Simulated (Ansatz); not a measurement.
# Dielectric function and optical constants of AgBr, part 2 of 2

What colour and refractive index does AgBr have at this level of theory? The cell comes from an older database entry, whose edges can differ from later determinations, mostly by under a per cent.

Ansatz 0.2.0; DFT, PBE, plane-wave PAW, default files, scalar-relativistic, independent-particle optical response without local fields.

So far, electronic dielectric constant ε∞, mean over x, y and z (by symmetry where fewer were run): step 3 (spectrum) 6.41.

The database entry behind the starting cell differs from later determinations by our own check (about 0.6 % short of the room-temperature cell), so it need not match the best structure at ambient conditions.

## (4) Static response with local fields

Perturbation theory gives the static response with local fields and the functional's kernel, and it needs no empty bands.

This step: DFT, PBE, plane-wave PAW, default files, scalar-relativistic, static field response by perturbation theory with local fields (Ansatz 0.2.0).

input.yaml reads:

```yaml
crystal:
  lattice:
    - [0.0, 2.87015, 2.87015]
    - [2.87015, 0.0, 2.87015]
    - [2.87015, 2.87015, 0.0]
  atoms:
    - { symbol: Ag, position: [0.0, 0.0, 0.0] }
    - { symbol: Br, position: [0.5, 0.5, 0.5] }
kpoints:
  mp_grid: { grid: [7, 7, 7] }
scf:
  occupations: { method: fixed }
hamiltonian:
  xc: pbe
  pseudopotentials: { kind: paw }
dielectric: {}
```

The run is started by

```console
> ansatz run input.yaml --threads 4 --pin off --max-ram 8192MiB --backend cpu --events-out ev --progress --plain --runs-dir out
```

Numbers of over 12 decimals in the logs are rounded to 6 here.

Output:

```text
[...]
Crystal: 2 atoms, lattice volume = 47.287 Å³
Basis set: ecut = 420 eV, 941 PW (Γ), exchange–correlation on 60×60×60 points (8 copies of the dense FFT grid, shifted against one another)
Bands: 17, of which v1, the nominal top of the filled ones, is band 13 counted from 1 (12 counted from 0)
Symmetry: 48 space group operations
k-points: 40 of 343 (irreducible under 8 space group operations, time reversal used)
[...]
SCF iter   1: F=—  HF=-10374.346967 eV  |F-HF|=—  |Δ(HF+E_count)|=         —  Δρ=3.77e-4  dr2=3.74e-5  ethr=1.77e-3  ⟨swp⟩=5.0  Hψ=2829  notcnv=0  defer=75
[...]
SCF iter   7: F=-10374.348617 eV  HF=-10374.348617 eV  |F-HF|=1.82e-12  |Δ(HF+E_count)|=   2.89e-9  Δρ=1.70e-7  dr2=7.51e-12  ethr=1.00e-12  ⟨swp⟩=4.2  Hψ=2823  notcnv=0
SCF 1 converged in 7 iterations: F = -10374.348617 eV  dr2 = 7.51e-12
[...]
DFPT response loops at Γ: preconditioner auto → none (the input reference at scf.mixing.eps_inf says where Resta's filter doesn't serve); β = 0.50; Broyden in place of MSR1
── the response to a field inside a basis, on 8×8×8 k-points: an SCF that follows is theirs, and a resumed run solves both again ──
Bands: 14, of which v1, the nominal top of the filled ones, is band 13 counted from 1 (12 counted from 0)
k-points: 60 of 512 (irreducible under 12 space group operations)
[...]
Eigensolver: Dense (60 Hₖ)
SCF iter   1: F=—  HF=-10374.345467 eV  |F-HF|=—  |Δ(HF+E_count)|=         —  Δρ=3.70e-4  dr2=7.51e-6  ethr=1.00e-1
[...]
SCF iter   4: F=-10374.345485 eV  HF=-10374.345485 eV  |F-HF|=7.24e-9  |Δ(HF+E_count)|=   1.37e-7  Δρ=1.31e-5  dr2=3.96e-8  ethr=5.17e-9
SCF 1 converged in 4 iterations: F = -10374.345485 eV  dr2 = 3.96e-8
[...]
SCF converged after 7 iterations
Free energy (F): -10374.348617 eV
[...]
Internal energy: -10374.348617 eV  (E = F + TS)
E sigma→0 (E₀):  -10374.348617 eV
Fermi energy:    8.135038 eV
[...]
--- Band table (eV; the first three rows and the last of 40) ---
  k-point 0: bands = [... 9 lower, 5.4100, 6.2732, 6.2732, 6.2732, 8.8803, 18.1311, 18.1311, 18.1311]
  k-point 1: bands = [... 9 lower, 5.4654, 5.8989, 6.8418, 6.8418, 9.9241, 16.5539, 17.6007, 17.6007]
  k-point 2: bands = [... 9 lower, 5.5937, 5.9227, 7.6200, 7.6200, 11.3996, 15.0947, 16.0860, 16.0860]
  k-point 39: bands = [... 9 lower, 5.7749, 5.9968, 6.1176, 6.9163, 11.9006, 14.9099, 16.0706, 16.3319]
--- Dielectric response (ions clamped): 3 representative field directions + reference, inside a basis on a mesh of 512 k-points (Σ response iterations 15) ---
  ε∞ (high-frequency dielectric tensor):
        6.129059     0.000000    -0.000000
        0.000000     6.129059    -0.000000
       -0.000000    -0.000000     6.129059
  Born effective charges Z* (e; rows j = field, columns β = displacement):
    site 0:
         1.52000   -0.00000   -0.00000
         0.00000    1.52000   -0.00000
        -0.00000    0.00000    1.52000
    site 1:
        -1.52000    0.00000    0.00000
        -0.00000   -1.52000    0.00000
         0.00000   -0.00000   -1.52000
  Z* charge neutrality: 1.951e-4 e pre-enforcement
  solved inside a basis spanned on kpoints, on 8×8×8 k-points, its susceptibility summed on 12×12×12: ε∞ is read to err by 1.6e-2, Z* by 2.0e-2 e (field_mesh: kpoints solves on kpoints); Z* is corrected for what the basis lacks
```

Elapsed: 6.6 s, on 4 threads of Intel Xeon 6975P-C (Granite Rapids), shared host; peak memory 0.5 GiB; 22 s of CPU time.

Numbers from this step:

* electronic dielectric constant ε∞, mean over x, y and z (by symmetry where fewer were run): 6.129

ε∞ with local fields:

```
6.13 0.00 0.00
0.00 6.13 0.00
0.00 0.00 6.13
```

Diagonal elements. Born, by row:

| atom | Z*xx (e) | Z*yy (e) | Z*zz (e) |
| --- | --- | --- | --- |
| Ag1 | 1.52 | 1.52 | 1.52 |
| Br2 | -1.52 | -1.52 | -1.52 |

Mean Born charges are Ag +1.52 and Br -1.52, against formal valences of +1 and -1. That of Ag exceeds its valence by 52 %, the mark of charge moving along hybridised bonds as the atoms shift.

## (5) Results

| Quantity | Value |
| --- | --- |
| gap on the path | 0.672 eV |
| least direct gap on the path | 2.61 eV |
| electronic dielectric constant ε∞, mean over x, y and z (by symmetry where fewer were run) (independent particles) | 6.41 |
| absorption onset, first axis (α over 10⁴ cm⁻¹, or the direct gap if that lies higher) | 2.61 eV |
| main peak of Im epsilon, first axis | 4.49 eV |
| photocurrent from vertical transitions in a film 500 nm thick on a perfect mirror (two passes), AM1.5G, no front reflection, all carriers collected | 4.93 mA/cm² |
| electronic dielectric constant ε∞, mean over x, y and z (by symmetry where fewer were run) (static response with local fields) | 6.13 |

In words: At this level (PBE, independent particles) AgBr has ε∞ = 6.41 (6.13 with local fields) and n = 2.56 at 1550 nm; absorption sets in near 2.6 eV, and Im ε peaks at 4.5 eV. The gap is indirect (0.67 eV), so absorption without phonons can begin only at the direct gap of 2.61 eV. Lines 0.1 eV wide carry a tail of absorption under the direct gap, past the threshold already at 2.55 eV. Absorption passes 10⁴ cm⁻¹ from the direct gap on, 2.61 eV, inside the visible range. Distinct maxima of Im ε, read by a parabola through the highest points, lie at 4.49 eV (13), 5.91 eV (5.2), 7.82 eV (5.5) and 10.31 eV (4.4). The f-sum over the summed bands holds 16.2 of the cell's 26 electrons outside the frozen cores, 10 of which lie in bands more than 12 eV below the Fermi level, whose transitions come at higher energies. Up to 22 eV the strength has a mean oscillator energy of 7.5 eV, well above the main peak, so higher transitions carry much of it. Through 1 µm of it, D65 light comes out yellow (x = 0.429, y = 0.516; 60 % transmitted). A larger true gap would move the edge to shorter wavelengths and change the colour. With local fields and the functional's kernel the static response is 6.13 against 6.41 for independent particles (-4 %). In the base spectrum excitons and phonon-assisted transitions are missing, and so are local fields; PBE gaps are as a rule too small, which pulls the onset down and ε∞ up. In the base run ε includes the program's bounded estimate of what the bands above those summed add.

[Logs are printed without paths, hosts, clocks, repeated set-up lines and the standing remarks that a program may print on its own settings, such as how far it seeks lower states.]

[Hosts, paths, dates, database ids (printed as entryN), source tags and the programs' standing remarks are cut or masked in the printed files.]
